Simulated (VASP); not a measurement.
**VASP 6.6.1 run: ZnO**

INCAR

```
ENCUT = 520
EDIFF = 1E-7
PREC = Accurate
LCHARG = .FALSE.
NBANDS = 16
IBRION = -1
ISYM = 3
NSW = 0
ISIF = 2
ISMEAR = -1
LASPH = .TRUE.
NELM = 61
SIGMA = 0.02
GGA = PE
LWAVE = .FALSE.
LREAL = .FALSE.
```

KPOINTS

```
KPOINTS created by Atomic Simulation Environment
0
Gamma
10 10 10
0 0 0
```

POSCAR

```
Zn O
 1.0000000000000000
     0.0000000000000000    2.0221742046000002    2.0221742046000002
     2.0221742046000002    0.0000000000000000    2.0221742046000002
     2.0221742046000002    2.0221742046000002    0.0000000000000000
 Zn  O
   1   1
Cartesian
  0.0000000000000000  0.0000000000000000  0.0000000000000000
  2.0221742045999997  2.0221742045999997  2.0221742045999997
```

The recommended PBE PAW datasets give the neutral cell 18 valence electrons.

Command

```
mpirun -np 1 vasp_std
```

OSZICAR

```
N       E                     dE             d eps       ncg     rms          rms(c)
DAV:   1     0.814699918675E+02    0.81470E+02   -0.97761E+03  1648   0.182E+03
DAV:   2    -0.603099470112E+01   -0.87501E+02   -0.80373E+02  1664   0.297E+02
DAV:   3    -0.957130033650E+01   -0.35403E+01   -0.35278E+01  1784   0.586E+01
DAV:   4    -0.958390206125E+01   -0.12602E-01   -0.12601E-01  1800   0.342E+00
DAV:   5    -0.958393410671E+01   -0.32045E-04   -0.32045E-04  1760   0.170E-01
```

Standard output (part)

```
POSCAR found type information on POSCAR ZnO
 POSCAR found :  2 types and       2 ions
 LDA part: xc-table for (Slater+PW92), standard interpolation
 POSCAR, INCAR and KPOINTS ok, starting setup
 WAVECAR not read
 entering main loop
|                     _     ____    _    _    _____     _                     |
|                    | |   | |_) | | |  | | | |  __    | |                    |
|                    |_|   |  _ <  | |  | | | | |_ |   |_|                    |
|                     _    | |_) | | |__| | | |__| |    _                     |
|     internal error in CHECK_FULL_KPOINTS: KPOINTS_FULL not properly         |
|     initialised                                                             |
|     If you are not a developer, you should not encounter this problem.      |
|     Please submit a bug report.                                             |
```

VASP stopped with an error.

The run took about 1.9 s on one core of a shared host (Intel Xeon 6975P-C) and held 0.13 GiB at most.
